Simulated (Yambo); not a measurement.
SiC (Moissanite 3C), 2 atoms in the cell. It takes space group F-43m (No. 216, cubic). The conventional cell has a = 4.358 Å, b = 4.358 Å, c = 4.358 Å, α = 90.00°, β = 90.00°, γ = 90.00°. Around Si (site symmetry -43m) lie 4 C at 1.89 Å. Around C (site symmetry -43m) lie 4 Si at 1.89 Å. 

```yaml
Program: Yambo 5.3.0
Task: optical spectrum
Functional: PBEsol
Potentials_or_basis: PseudoDojo 0.4 FR PBEsol standard
Cutoff: 1116 eV
Density_cutoff: 4463 eV
k_mesh: 6 × 6 × 6
Occupations: fixed
Spin: non-collinear spin, zero start, spin-orbit coupling
k_mesh_of_the_self-consistent_run: 10 × 10 × 10
Direction_of_the_field_or_of_q_to_0: x
Broadening: 0.1 eV
Kernel: Hartree (RPA with local fields)
Top_of_the_energy_range: 20 eV
Energy_points: 200
Correction_of_the_levels: none
Bands_in_the_response: 58
Cutoff_of_the_response_matrix: 3 Ry
```

Potentials or basis: PseudoDojo 0.4 FR PBEsol standard.

Command:

```bash
$ OMP_NUM_THREADS=1 pw.x -in scf.in > scf.out
$ OMP_NUM_THREADS=1 pw.x -in nscf.in > nscf.out
$ cd tmp/pwscf.save; p2y; mv SAVE ../..; cd ../..
$ OMP_NUM_THREADS=1 yambo
$ OMP_NUM_THREADS=1 yambo -F optics1.in -J optics1 -C optics1_out
```

Hardware: 1 thread of Arm Neoverse V1, with other jobs on the host.

Estimate the wall time of this run.

Run time: 3.9 min on 1 thread of Arm Neoverse V1 (shared host).
